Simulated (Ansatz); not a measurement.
Data:

Starting cell, GeO$_{2}$ (rutile):

```yaml
crystal:
  lattice:
    - [4.48750, 0.00000, 0.00000]
    - [0.00000, 4.48750, 0.00000]
    - [0.00000, 0.00000, 2.90497]
  atoms:
    - { symbol: Ge, position: [0.00000, 0.00000, 0.00000] }
    - { symbol: Ge, position: [0.50000, 0.50000, 0.50000] }
    - { symbol: O, position: [0.30714, 0.30714, 0.00000] }
    - { symbol: O, position: [0.80714, 0.19286, 0.50000] }
    - { symbol: O, position: [0.19286, 0.80714, 0.50000] }
    - { symbol: O, position: [0.69286, 0.69286, 0.00000] }
```

A phonon eigenvector at Γ is frozen into this cell: atom i moves by Q times the vector below, so Q is the largest atomic displacement, in Å. The cell is held.

```
atom       x       y      z
----  ------  ------  -----
O3    -0.707   0.707  0.000
O4    -0.707  -0.707  0.000
O5     0.707   0.707  0.000
O6     0.707  -0.707  0.000
```

Atoms not listed stay in place.

These are PBE (plane waves to 420 eV, PAW, scalar-relativistic; Ansatz, a first-principles code) values and carry that method's errors. k mesh 8×8×11 (Γ-centred), Fermi-Dirac smearing 0.05 eV. The energy includes the smearing's −TS. GeO2 was relaxed with its symmetry unable to fall. ΔE is measured from the undisplaced structure.

The scan covers Q from -0.180 to 0.180 Å in 13 points.

**Question.** Which space group does the distorted structure have?

**Answer.** Pnnm (No. 58), lowered from P4_2/mnm.

**Question.** Is the energy the same for equal positive and negative displacements?

**Answer.** Even: the same for both signs.

**Question.** What is the energy change at Q = 0.180 Å?

**Answer.** 101.6 meV/cell.

**Question.** What harmonic wavenumber does the curvature at Q = 0 give?

**Answer.** 152 cm⁻¹.

(A displaced cell: forces are minus the slopes of the energy, force constants its curvatures, and phonons follow from these.)
